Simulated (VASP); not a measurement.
**Si: relaxation of cell and atoms with PBEsol+D4**

Si:

```xyz
2
Lattice="0.0000 2.7219 2.7219 2.7219 0.0000 2.7219 2.7219 2.7219 0.0000" Properties=species:S:1:pos:R:3 pbc="T T T"
Si    2.7219    2.7219    2.7219
Si    4.0828    4.0828    4.0828
```

```json
{
  "Program": "VASP 6.6.1",
  "Task": "relaxation of cell and atoms",
  "Functional": "PBEsol",
  "Dispersion": "D4",
  "Potentials or basis": "VASP PAW PBE potentials, release 64 (Si)",
  "Cutoff": "600 eV",
  "k mesh": "8 × 8 × 8",
  "Occupations": "fermi-dirac, width 0.05 eV",
  "Spin": "no spin polarisation",
  "Further INCAR settings": "ALGO = Normal; EDIFF = 1e-07; IBRION = 2; EDIFFG = -0.01; NSW = 40; ISIF = 3"
}
```

```yaml
Relaxed_volume: 19.79 Å³/atom
Relaxed_cell: a = 3.825 Å, b = 3.825 Å, c = 3.825 Å, α = 60.00°, β = 60.00°, γ = 60.00°
Space_group_after_relaxing_to_0.05_Å: Fd-3m (No. 227)
Energy_gained_by_relaxing: 2.0 meV/atom
Ionic_steps: 3
Pressure_after_relaxing: 0.0 GPa
Band_gap_on_the_k_mesh: 0.48 eV, indirect (least direct gap 2.52 eV)
Dispersion_energy_per_atom: -0.191 eV
```

Step by step:
```csv
step,energy change (eV),largest force (eV/Å),pressure (GPa),volume (Å³)
1,0.0000,0.0000,-1.73,40.33
2,-0.0021,0.0000,1.28,39.08
3,-0.0041,0.0000,0.01,39.58
```

Final structure:
```
CELL_PARAMETERS angstrom
0.00000 2.70492 2.70492
2.70492 0.00000 2.70492
2.70492 2.70492 0.00000
ATOMIC_POSITIONS crystal
Si 0.50000 0.50000 0.50000
Si 0.75000 0.75000 0.75000
```

Levels at points of the mesh, in eV from the valence-band top:
```csv
k point,band 1,band 2,band 3,band 4,band 5,band 6,band 7,band 8
"(0.00, 0.00, 0.00)",-12.07,0.00,0.00,0.00,2.52,2.52,2.52,3.46
"(0.50, 0.00, 0.00)",-9.69,-7.07,-1.21,-1.21,1.51,3.27,3.27,7.53
"(0.50, 0.50, 0.00)",-7.87,-7.87,-2.91,-2.91,0.57,0.57,10.16,10.16
```

Wall time 14 s on 1 thread of Intel(R) Xeon(R) Platinum 8488C (Sapphire Rapids) (shared host), peak memory 0.17 GiB.

Caveat: the PAW data sets were made with another functional, which shifts forces and pressure a little. PBEsol gaps usually lie below the measured ones, often by a third to a half.
